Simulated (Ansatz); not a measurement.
## KZnF3 in Ansatz: convergence with k mesh

Crystal: KZnF3.

```xyz
5
Lattice="4.0500 0.0000 0.0000 0.0000 4.0500 0.0000 0.0000 0.0000 4.0500" Properties=species:S:1:pos:R:3 pbc="T T T"
Zn    1.9939    2.0425    2.0411
K     0.0192    0.0372   -0.0075
F     2.0596   -0.0204    2.0591
F    -0.0099    2.0408    2.0256
F     2.0304    2.0670    0.0139
```

The cell isn't the ideal one: atoms moved at random, drawn with an rms of 0.05 Å.

```yaml
Program: Ansatz 0.2.0
Task: convergence study
Functional: r2SCAN
Potentials_or_basis: Ansatz PAW earlier set
Cutoff: 1300 eV
Density_cutoff: 5200 eV
k_mesh: 2 × 2 × 2
Occupations: cold, width 0.1 eV
Spin: no spin polarisation
```

These are the settings of the first run; the series varies k mesh, with any setting tied to it.

Hardware: 2 threads of Arm Neoverse V2 (shared host).

```tsv
k mesh	energy less the tightest run, at zero smearing (meV/atom)	pressure (GPa)	gap on the mesh (eV)	SCF cycles	CPU time (s)	peak memory (GiB)
2 × 2 × 2	-0.40	-0.13	4.662	10	20	0.92
3 × 3 × 3	0.08	-0.18	5.189	9	31	0.85
4 × 4 × 4	0.00	-0.18	4.660	9	56	0.94
5 × 5 × 5	0.00	-0.18	4.869	9	95	1.1
6 × 6 × 6	0.00	-0.18	4.660	9	160	1.4
8 × 8 × 8	0.00	-0.18	4.660	9	360	2.3
9 × 9 × 9	0.00	-0.18	4.725	9	510	2.9
11 × 11 × 11	0.00	-0.18	4.703	9	910	4.7
```

Against the tightest run, the energy stays within 1 meV/atom from 2 × 2 × 2 on; the pressure stays within 0.1 GPa from 2 × 2 × 2 on. Not settled before the last step: the gap on the mesh (to 0.01 eV). Meshes of other sizes hit other points, so gaps and Fermi surfaces needn't settle smoothly. The tightest run that finished is the yardstick and may itself not be fully converged.

Caveat, for the tightest run too: odd divisions of the mesh miss points on the zone boundary, where band edges often lie, so the gap on the mesh can be too wide; the PAW data sets come from PBE, with cores solved anew for the run's functional, which leaves a small shift of forces and pressure.
